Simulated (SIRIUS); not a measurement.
The system is SiO2.

```xyz
12
Lattice="-4.4720 4.4720 2.6118 4.4720 -4.4720 2.6118 4.4720 4.4720 -2.6118" Properties=species:S:1:pos:R:3 pbc="T T T"
Si    2.8899    2.8899    2.6118
Si    2.8899   -2.8899    2.6118
Si   -2.8899    2.8899    2.6118
Si    1.5821    1.5821    0.0000
O     7.0788    0.0000    0.0000
O     0.0000    1.8653    0.0000
O     0.0000    7.0788    0.0000
O     1.8653    0.0000    0.0000
O     2.2360    2.2360   -1.3059
O    -2.2360    2.2360    1.3059
O     2.2360   -2.2360    1.3059
O     2.2360    2.2360    1.3059
```

The cell comes from a database or a generator and needn't be the stable form of this composition.

Program: SIRIUS 7.12.0. Alike in all runs: task single point; potentials or basis PseudoDojo 0.4.1 PBE standard (scalar relativistic); no spin polarisation; cell as given; k mesh 3 × 3 × 3; cutoff (eV) 1152; smearing fermi-dirac 0.05 eV; the mesh is coarse, so values aren't converged.

Question: Order these runs on this cell by their band gap on the k mesh, lowest first.
A. level LDA; libxc names ["XC_LDA_X", "XC_LDA_C_PW"]
B. level PBE; libxc names ["XC_GGA_X_PBE", "XC_GGA_C_PBE"]
C. level revPBE; libxc names ["XC_GGA_X_PBE_R", "XC_GGA_C_PBE"]

Answer: A (5.25 eV), B (5.50 eV), C (5.70 eV).

Caveats: all runs use coarse meshes.
